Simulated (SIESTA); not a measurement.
Crystal: Cu.

```
Cu
1.0
     2.53410    0.00000    0.00000
    -1.26705    2.19459    0.00000
     0.00000    0.00000    4.11257
Cu
2
Cartesian
  1.2670 0.7315 3.0844
  0.0000 1.4631 1.0281
```

This isn't the form of Cu at room conditions, which is fcc.

Base run:

| Item | Value |
| --- | --- |
| Program | SIESTA 5.4.2 |
| Functional | LDA |
| Potentials or basis | PseudoDojo 0.4 standard (LDA files) |
| Basis | DZP (energy shift 0.003 Ry; two zetas on semicore shells) |
| Grid cutoff | 800 Ry |
| Energy shift | 0.003 Ry |
| k mesh | 12 × 12 × 7 |
| Occupations | fermi-dirac, width 0.05 eV |
| Spin | no spin polarisation |

Its results: band gap on the k mesh none (metal or under the smearing width); pressure -8.5 GPa.

Task: The run is repeated on the same cell with these changes: functional from LDA to PBEsol; potentials or basis from PseudoDojo 0.4 standard (LDA files) to PseudoDojo 0.4 standard (PBEsol files). What comes out?

Result: Band gap on the k mesh none (metal or under the smearing width); pressure -1.7 GPa.

Caveats: short orbitals over semicore shells can move pressures by several GPa; the basis of atomic orbitals isn't converged, which shifts pressures, moduli and gaps.

Not every run made on this cell is shown here.
